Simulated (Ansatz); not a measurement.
**What a trial cell of Ga3Se relaxes into**

Method: Ansatz 0.2.0, DFT PBE, scalar-relativistic, plane waves, PAW.

Ga3Se was placed on the A15 structure type (Pm-3n, No. 223), with Se in place of Si, Ga in place of Cr, at a guessed volume.

The final relaxation ran on this input, with the default PAW datasets:

```yaml
crystal:
  lattice:
    - [5.6198030616, 0.0, 0.0]
    - [0.0, 5.6198030616, 0.0]
    - [0.0, 0.0, 5.6198030616]
  atoms:
    - { symbol: Ga, position: [0.0, 0.5, 0.25] }
    - { symbol: Ga, position: [0.0, 0.5, 0.75] }
    - { symbol: Ga, position: [0.25, 0.0, 0.5] }
    - { symbol: Ga, position: [0.75, 0.0, 0.5] }
    - { symbol: Ga, position: [0.5, 0.75, 0.0] }
    - { symbol: Ga, position: [0.5, 0.25, 0.0] }
    - { symbol: Se, position: [0.0, 0.0, 0.0] }
    - { symbol: Se, position: [0.5, 0.5, 0.5] }
basis:
  ecutwfc: 420
kpoints:
  mp_grid: { grid: [8, 8, 8] }
hamiltonian:
  xc: pbe
scf:
  occupations: { method: gaussian, width: 0.1 }
output:
  forces: true
  stress: true
  eigenvalues: true
  write_density: true
  write_potential: true
  elf: true
  volumetric_format: npy
relax:
  adjacent_minimum: "off"
  f_tol: 0.01
  max_steps: 80
  cell: { stress_tol: 0.05 }
```

Launched as:

```bash
ansatz run input.yaml --threads 1 --pin off --max-ram 2560MiB --backend cpu --events-out ev --progress --plain --runs-dir out
```

It took 2.1 min on 1 thread of Arm Neoverse V2, on a shared host, peak memory 0.6 GiB.

The program printed at the end:

```
SCF converged after 6 iterations
Free energy (F): -33636.105859 eV
Harris-Foulkes:  -33636.105859 eV  (|F-HF|=7.28e-12)
Internal energy: -33636.089232 eV  (E = F + TS)
E sigma→0 (E₀):  -33636.097546 eV
Entropy (-TS):   -0.016626 eV (-2.078 meV/atom)
Fermi energy:    8.540060 eV
--- Per-component energies (eV) ---
  E_band       = -1051.537553
  E_kinetic    = 916.829785
  E_local      = -15712.079971  (includes V_loc(G=0)·N_el)
  E_nonlocal   = 1336.560628
  E_hartree    = 7464.562147
  E_xc         = -623.457379
  E_vxc        = -542.253917  (∫ρ·V_xc dr)
  E_paw        = -15725.941568  (= ΣΔE_a)
  E_vpaw       = -1979.716866  (= ΣTr[D̂ρ^β])
  E_aug_tail   = -0.001785  (compensation charges beyond the density's cutoff)
  E_ewald      = -11292.561090
  E_smearing   = -0.016626  (= −TS)
  E_closure    = 0.000000  (closes the sum)
  Σ components = -33636.105859   (vs F -33636.105859, Δ=0.00e0)
--- Forces (eV/Å), atoms counted from 1 ---
  atom   1  Ga     0.00000000     0.00000000     0.00000000
  atom   2  Ga     0.00000000     0.00000000     0.00000000
  atom   3  Ga     0.00000000     0.00000000     0.00000000
  atom   4  Ga     0.00000000     0.00000000     0.00000000
  atom   5  Ga     0.00000000     0.00000000     0.00000000
  atom   6  Ga     0.00000000     0.00000000     0.00000000
  atom   7  Se     0.00000000     0.00000000     0.00000000
  atom   8  Se     0.00000000     0.00000000     0.00000000
  max |Σ_I F_I| component: 4.92e-18 eV/Å
--- Stress (GPa, compression-positive) ---
        0.004776       0.000000       0.000000
        0.000000       0.004776       0.000000
        0.000000       0.000000       0.004776
  P = ⅓ Tr σ = 0.0048 GPa (0.048 kbar)
--- Relaxed structure (3 steps of the walk, 3 accepted, 1 SCFs on fresh bases) ---
  F+E_penalty+E_count = -33636.10585877 eV   max|allowed force component| = 3.238e-17 eV/Å   (the final SCF, on the basis selected at the relaxed cell)
  cell:  # Å, volume = 174.0221 Å³
    - [5.583006, 0.000000, 0.0]
    - [0.000000, 5.583006, 0.000000]
    - [0.0, 0.000000, 5.583006]
  atoms:
    - { symbol: Ga, position: [0.000000, 0.5, 0.25] }
    - { symbol: Ga, position: [0.000000, 0.5, 0.750000] }
    - { symbol: Ga, position: [0.25, 0.000000, 0.5] }
    - { symbol: Ga, position: [0.750000, 0.000000, 0.5] }
    - { symbol: Ga, position: [0.5, 0.750000, 0.000000] }
    - { symbol: Ga, position: [0.5, 0.25, 0.000000] }
    - { symbol: Se, position: [0.000000, 0.000000, 0.000000] }
    - { symbol: Se, position: [0.5, 0.5, 0.5] }
```

Absolute energies hang on the potentials; compare differences alone.

The result has space group Pm-3n (No. 223). Ga is coordinated by 2 Ga at 2.79 Å, 4 Se at 3.12 Å and 8 Ga at 3.42 Å; Se has 12 Ga at 3.12 Å.

Against the elements it lies at 0.02 eV/atom. The zero of energy is the elements' standard structures at the same level; no fitted shifts are applied.

For metals, differences of a few meV/atom aren't resolved.

A structure relaxed within its symmetry needn't be a true minimum.